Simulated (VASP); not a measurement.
**Cd8O7 (a cell with a defect): single point with PBE**

Crystal: Cd8O7 (a cell with a defect).

```xyz
15
Lattice="0.0000 4.7182 4.7182 4.7182 0.0000 4.7182 4.7182 4.7182 0.0000" Properties=species:S:1:pos:R:3 pbc="T T T"
Cd    0.0007    0.0057    0.0017
Cd    2.3601    2.3645   -0.0365
Cd    2.3598   -0.0322    2.3608
Cd    4.7594    2.3650    2.3607
Cd   -0.0361    2.3651    2.3606
Cd    2.3598    4.7631    2.3610
Cd    2.3600    2.3646    4.7599
Cd    4.7189    4.7236    4.7196
O     2.3610    2.3653    2.3617
O     4.7187    4.7260    2.3594
O     4.7203    2.3645    4.7188
O     7.0770    4.7240    4.7187
O     2.3601    4.7232    4.7206
O     4.7182    7.0827    4.7201
O     4.7192    4.7222    7.0798
```

| Item | Value |
| --- | --- |
| Program | VASP 6.6.1 |
| Task | single point |
| Functional | PBE |
| Potentials or basis | VASP PAW PBE potentials, release 64 (Cd, O) |
| Cutoff | 520 eV |
| k mesh | 3 × 3 × 3 |
| Occupations | fermi-dirac, width 0.05 eV |
| Spin | no spin polarisation |

The pressure is 4.4 GPa, the largest force is 0.042 eV/Å and the band gap on the k mesh is 0.61 eV, indirect (least direct gap 1.05 eV).

Forces on the atoms (eV/Å):
```
Cd  -0.002  0.000 -0.001
Cd   0.003  0.004 -0.039
Cd   0.003 -0.038  0.002
Cd   0.039  0.002 -0.001
Cd  -0.042  0.003  0.001
Cd   0.002  0.042 -0.001
Cd   0.002  0.002  0.040
Cd  -0.001  0.002  0.001
O    0.001 -0.002 -0.003
O   -0.002 -0.009  0.005
O   -0.006 -0.001  0.003
O    0.004 -0.005  0.004
O    0.001 -0.001 -0.003
O    0.000 -0.002 -0.001
O   -0.002  0.002 -0.005
```

Levels at points of the mesh, in eV from the valence-band top:
```tsv
k point	band 66	band 67	band 68	band 69	band 70	band 71	band 72	band 73
(0.00, 0.00, 0.00)	-1.42	-1.42	-1.36	-1.36	0.61	2.45	2.45	2.69
```

Run time: 4.5 min on 1 thread of Intel(R) Xeon(R) 6975P-C (Granite Rapids) (shared host), peak memory 0.43 GiB.
